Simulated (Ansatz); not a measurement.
Set up this calculation in Ansatz 0.2.0, as the native input.

* Task: single point
* Functional: PBE
* Potentials or basis: Ansatz PAW
* Cutoff: 420 eV (not typed: the program's choice for these potentials)
* k mesh: 11 × 11 × 11
* Occupations: gaussian, width 0.014 eV
* Spin: no spin polarisation

Si:

```
Si
1.0
    -2.37137    2.37137    1.32927
     2.37137   -2.37137    1.32927
     2.37137    2.37137   -1.32927
Si
2
Direct
  0.50000 0.50000 0.00000
  0.25000 0.75000 0.50000
```

This isn't the form of Si at room conditions, which is diamond.

One way to write it, as run:

input.yaml

```yaml
crystal:
  lattice:
    - [-2.3713723045, 2.3713723045, 1.3292653899]
    - [2.3713723045, -2.3713723045, 1.3292653899]
    - [2.3713723045, 2.3713723045, -1.3292653899]
  atoms:
    - { symbol: Si, position: [0.5, 0.5, 0.0] }
    - { symbol: Si, position: [0.25, 0.75, 0.5] }
hamiltonian:
  xc: pbe
  pseudopotentials: { kind: paw }
kpoints:
  mp_grid: { grid: [11, 11, 11] }
scf:
  occupations: { method: gaussian, width: 0.014 }
output:
  forces: true
  stress: true
  eigenvalues: true
  write_density: true
  write_potential: true
  elf: true
  volumetric_format: npy
```

Potentials or basis: Ansatz PAW.

The run is started by

```sh
$ ansatz run input.yaml --threads 2 --pin off --max-ram 5632MiB --backend cpu --events-out ev --progress --plain --runs-dir out
```

It gave:

```
Pressure               : 3.2 GPa
Band gap on the k mesh : none (metal or under the smearing width)
```

Wall time 0.48 s on 2 threads of AMD EPYC 9R45 96-Core Processor (Zen 5), with other jobs on the host, peak memory 0.38 GiB.
